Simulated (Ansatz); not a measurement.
**SiC (P6_3mc) at 3 levels of theory**

One geometry, relaxed with PBE; plane waves with PAW potentials in Ansatz, scalar-relativistic. No spin polarisation. Gaps are the least over mesh and band path; pressure is positive in compression.

```xyz
4
Lattice="3.0919 0.0000 0.0000 -1.5459 2.6776 0.0000 0.0000 0.0000 5.0743" Properties=species:S:1:pos:R:3 pbc="T T T"
Si    1.5459    0.8925    2.5604
Si    0.0000    1.7851    0.0232
C     1.5459    0.8925    4.4675
C     0.0000    1.7851    1.9304
```

```
 level  cutoff (eV)   k mesh  gap (eV)  pressure (GPa)
   PBE          420  12×12×6      2.31             0.0
r2SCAN          500  12×12×6      2.68            -3.5
PBEsol          420  12×12×6      2.15            -3.4
```

The cell was relaxed from a distorted copy of a database structure.
